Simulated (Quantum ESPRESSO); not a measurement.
PtSe2 (Sudovikovite):

```xyz
3
Lattice="3.7240 0.0000 0.0000 -1.8620 3.2251 0.0000 0.0000 0.0000 5.0620" Properties=species:S:1:pos:R:3 pbc="T T T"
Pt    0.0000    0.0000    0.0000
Se    1.8620    1.0750    3.7965
Se    0.0000    2.1501    1.2655
```

Base run:

```yaml
Program: Quantum ESPRESSO 7.5
Functional: PBE
Potentials_or_basis: PseudoDojo 0.4.1 SR PBE standard
Cutoff: 1170 eV
Density_cutoff: 4680 eV
k_mesh: 8 × 8 × 5
Occupations: fermi-dirac, width 0.05 eV
Spin: no spin polarisation
```

Its results: band gap on the k mesh none (metal or under the smearing width); pressure 7.2 GPa; largest force 0.589 eV/Å.

Q: The run is repeated on the same cell with these changes: functional from PBE to LDA; potentials or basis from PseudoDojo 0.4.1 SR PBE standard to PseudoDojo 0.4.1 SR LDA standard. What comes out?

A: Band gap on the k mesh none (metal or under the smearing width); pressure -0.6 GPa; largest force 0.192 eV/Å.

Caveats: spin-orbit coupling is left out, which moves the levels of the heavy elements.
